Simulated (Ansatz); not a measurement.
Wurtzite ZnS, relaxed with r2SCAN in the PAW code Ansatz. Space group P6_3mc (No. 186), hexagonal; conventional cell a = 3.805 Å, c = 6.244 Å, 19.58 Å³ an atom. Zn is surrounded by 4 S at 2.33–2.34 Å; S is surrounded by 4 Zn at 2.33–2.34 Å.

The axes x, y and z are those of this cell:
```yaml
crystal:
  lattice:
    - [3.80545, 0.00000, 0.00000]
    - [-1.90273, 3.29562, 0.00000]
    - [0.00000, 0.00000, 6.24399]
  atoms:
    - { symbol: Zn, position: [0.33333, 0.66667, 0.00034] }
    - { symbol: Zn, position: [0.66667, 0.33333, 0.50034] }
    - { symbol: S, position: [0.33333, 0.66667, 0.37466] }
    - { symbol: S, position: [0.66667, 0.33333, 0.87466] }
```

Unstrained: The PBE gap is direct at Γ: 2.213 eV. r2SCAN gives a direct gap of 2.781 eV at Γ. With HSE06 the gap is 3.444 eV and direct, at Γ. Meshes: PBE 12×12×4, r2SCAN 12×12×4, HSE06 6×6×4. Strains are changes of length per length. After each strain the atoms were relaxed again with r2SCAN within the symmetry that the strain leaves, so tilts or polar shifts that break it weren't tested; points keep the names that they have in the unstrained zone. Calculated for a static, non-magnetic cell.

(1) Apply uniaxial +5.0 % along x, other directions held. How far does the gap move, against the unstrained cell?

(2) Apply isotropic +2.5 % on every length. How far does the gap move, against the unstrained cell?

(3) Estimate what epitaxial +2.0 % in the xy plane, free normal strain -1.15 % does to the gap.

(4) Estimate what epitaxial +0.5 % in the xy plane, free normal strain -0.26 % does to the gap.

(5) Order the strained cells by their HSE06 gap, smallest first.
A. epitaxial +2.0 % in the xy plane
B. epitaxial +0.5 % in the xy plane
C. uniaxial +5.0 % along x, other directions held
D. isotropic +2.5 % on every length

## Answers

(1) PBE: the gap goes from 2.213 to 1.950 eV (-0.263 eV); with r2SCAN the top three valence levels at Γ, grouped 2+1 from the top over 85 meV, become 1+1+1 over 170 meV. r2SCAN: the gap goes from 2.781 to 2.506 eV (-0.275 eV). HSE06: the gap goes from 3.444 to 3.159 eV (-0.285 eV). The r2SCAN energy rises by 17.9 meV an atom.

(2) PBE: the gap goes from 2.213 to 1.888 eV (-0.325 eV); with r2SCAN the top three valence levels at Γ, grouped 2+1 from the top over 85 meV, become 2+1 over 70 meV. r2SCAN: the gap goes from 2.781 to 2.436 eV (-0.345 eV). HSE06: the gap goes from 3.444 to 3.086 eV (-0.358 eV). The r2SCAN energy rises by 24.5 meV an atom.

(3) PBE: the gap goes from 2.213 to 2.098 eV (-0.115 eV); with r2SCAN the top three valence levels at Γ, grouped 2+1 from the top over 85 meV, become 1+2 over 60 meV. r2SCAN: the gap goes from 2.781 to 2.660 eV (-0.121 eV). HSE06: the gap goes from 3.444 to 3.314 eV (-0.130 eV). The r2SCAN energy rises by 7.4 meV an atom.

(4) PBE: the gap goes from 2.213 to 2.200 eV (-0.013 eV); with r2SCAN the top three valence levels at Γ, grouped 2+1 from the top over 85 meV, become 2+1 over 46 meV. r2SCAN: the gap goes from 2.781 to 2.768 eV (-0.013 eV). HSE06: the gap goes from 3.444 to 3.430 eV (-0.014 eV). The r2SCAN energy rises by 0.5 meV an atom.

(5) D (3.09 eV), C (3.16 eV), A (3.31 eV), B (3.43 eV).

The meshes of the hybrids are coarse, so their gaps aren't converged to the digits shown.

The splittings at Γ are without spin-orbit coupling, which regroups them where it is of like size or larger.
